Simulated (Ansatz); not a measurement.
The system is CuI (Marshite).

```xyz
2
Lattice="0.0000 3.0315 3.0315 3.0315 0.0000 3.0315 3.0315 3.0315 0.0000" Properties=species:S:1:pos:R:3 pbc="T T T"
I     0.0000    0.0000    0.0000
Cu    4.5473    4.5473    4.5473
```

Base run:

| Item | Value |
| --- | --- |
| Program | Ansatz 0.2.0 |
| Functional | PBE |
| Potentials or basis | Ansatz PAW |
| Cutoff | 420 eV |
| Density cutoff | 1680 eV |
| k mesh | 8 × 8 × 8 |
| Occupations | fermi-dirac, width 0.05 eV |
| Spin | no spin polarisation |
| Hubbard terms | Cu d U = 4.5 eV |

Its results: band gap on the k mesh 1.91 eV, direct; pressure 1.1 GPa.

Task: The run is repeated on the same cell with these changes: hubbard terms from Cu d U = 4.5 eV to none; hubbard projectors from ortho-atomic (the default) to none. What comes out?

Result: Band gap on the k mesh 1.12 eV, direct; pressure 0.3 GPa.

The U term pushes filled and empty states of the shell apart.

Caveats: spin-orbit coupling is left out, which moves the levels of the heavy elements.

Not every run made on this cell is shown here.
